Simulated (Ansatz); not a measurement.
The system is MnS.

```
Mn S
1.0
     0.00000    2.60450    2.60450
     2.60450    0.00000    2.60450
     2.60450    2.60450    0.00000
Mn S
1 1
Cartesian
  0.0000 0.0000 0.0000
  2.6045 2.6045 2.6045
```

Alike in all runs: program Ansatz 0.2.0; functional PBE; potentials or basis Ansatz PAW; cutoff 420 eV (not typed: the program's choice for these potentials); k mesh 7 × 7 × 7; occupations fermi-dirac, width 0.05 eV.

**Question.** Only the start or the spin constraint differs. Which run ends lowest in energy?
A. collinear spin, ferromagnetic start of up to 5 μB; fixed moment 5
B. collinear spin, ferromagnetic start of up to 3 μB; fixed moment 3
C. collinear spin, program default start; fixed moment 0
D. collinear spin, ferromagnetic start of up to 1 μB; fixed moment 1
E. collinear spin, ferromagnetic start of up to 2 μB; fixed moment 2
F. collinear spin, ferromagnetic start of up to 4 μB; fixed moment 4

**Answer.** A.

| start | free energy over the lowest (meV/atom) | net moment (μB) | site or absolute moments (μB) | gap |
| --- | --- | --- | --- | --- |
| collinear spin, ferromagnetic start of up to 8 μB; fixed moment 8 | 4898.9 | 8.00 | Mn +4.90; S +1.50 | - |
| collinear spin, program default start; fixed moment 0 | 1039.2 | 0.00 | - | - |
| collinear spin, ferromagnetic start of up to 1 μB; fixed moment 1 | 815.0 | 1.00 | Mn +1.00; S -0.02 | - |
| collinear spin, ferromagnetic start of up to 3 μB; fixed moment 3 | 333.9 | 3.00 | Mn +2.97; S -0.10 | - |
| collinear spin, ferromagnetic start of up to 5 μB; fixed moment 5 | 0.0 | 5.00 | Mn +4.36; S +0.22 | - |
| collinear spin, ferromagnetic start of up to 6 μB; fixed moment 6 | 1318.6 | 6.00 | Mn +4.56; S +0.64 | - |
| collinear spin, ferromagnetic start of up to 4 μB; fixed moment 4 | 57.2 | 4.00 | Mn +3.76; S -0.00 | - |
| collinear spin, ferromagnetic start of up to 2 μB; fixed moment 2 | 617.3 | 2.00 | Mn +2.01; S -0.08 | - |

All polarised runs hold their moment fixed, so the table maps the energy against it. A still lower state may exist.

Caveats: the total moment is fixed, so each spin has its own Fermi level; a cell with one magnetic atom can't hold antiferromagnetic order, which such compounds often take (some runs).
